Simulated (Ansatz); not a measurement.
Compare A (`C1COC1`) with its isomer B (`CCC=O`).

Calculated with Ansatz (gas phase, PBE0-D4/def2-TZVP geometries, no zero-point term in ΔE). CCSD(T)/CBS is the MP2 limit (def2-TZVPP, def2-QZVPP) plus CCSD(T) − MP2 in def2-TZVPP, frozen cores. DFT in def2-TZVPP. B3LYP here is the variant with VWN-RPA as its local correlation; programs differ in this. One conformer a species, not always the lowest.

(1) Which isomer does CCSD(T)/CBS put lower? Give the gap. (An estimate is asked.)

(2) Give E(B) − E(A) in kJ/mol with CCSD(T)/def2-SVP, r2SCAN-D4, B3LYP-D4, HF/def2-TZVPP, PBE0-D4, CCSD(T)/def2-TZVPP, B3LYP. (Estimate.)

(3) Does the order hold for the free energy at 298.15 K (harmonic terms from PBE0-D4)? (Estimate.)

Largest T1 diagnostic: 0.013.

## Answers

(1) Ansatz gave: B, by 98.7 kJ/mol.

(2) Ansatz gave: CCSD(T)/def2-SVP -112.2, r2SCAN-D4 -101.5, B3LYP-D4 -106.8, HF/def2-TZVPP -111.7, PBE0-D4 -89.5, CCSD(T)/def2-TZVPP -98.9, B3LYP -108.0. None reverses the order clearly.

(3) Computed: Yes: G(B) − G(A) = -109.6 kJ/mol, for one conformer each. Modes under 60 cm⁻¹, often nearly free rotors, make the harmonic entropy too high.

At CCSD(T), def2-SVP lies −13.5 kJ/mol from the extrapolated value and def2-TZVPP −0.2 kJ/mol. Leaving LDA and LC-ωPBE aside and taking each functional with its dispersion term where it has one, the values, not all of them listed here, spread over 24.6 kJ/mol, from BLYP-D4 to HSE06-D4. LDA lies +20.0 kJ/mol from PBE without D4.
